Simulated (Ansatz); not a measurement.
**How settings move the results for Tc**

```
Tc
1.0
     0.00000    1.95000    1.95000
     1.95000    0.00000    1.95000
     1.95000    1.95000    0.00000
Tc
1
Direct
  0.00000 0.00000 0.00000
```

The cell comes from COD entry 1534910, which wasn't checked; take it as a given geometry.

Level of theory: DFT, PBE, all-electron LAPW, scalar-relativistic in Ansatz 0.2.0.

Settings: a Γ-centred 18×18×18 k mesh, Fermi–Dirac smearing of 0.03 eV, basis error target 0.25 meV/atom, no spin polarisation. One setting is then changed at a time.

```json
{"LAPW cutoff (eV)": "289 (base)", "free energy less the base's (meV/atom)": "0.0", "P (GPa)": "-6.22"}
{"LAPW cutoff (eV)": "120", "free energy less the base's (meV/atom)": "?", "P (GPa)": "?"}
{"LAPW cutoff (eV)": "220", "free energy less the base's (meV/atom)": "0.5", "P (GPa)": "-6.22"}
{"LAPW cutoff (eV)": "260", "free energy less the base's (meV/atom)": "0.1", "P (GPa)": "-6.22"}
{"LAPW cutoff (eV)": "400", "free energy less the base's (meV/atom)": "0.0", "P (GPa)": "-6.22"}
```

(1) Give the missing entry: row "120", column "free energy less the base's (meV/atom)".

(2) Fill in "P (GPa)" for the row "120".

Results:

(1) 52.0.

(2) -5.71.
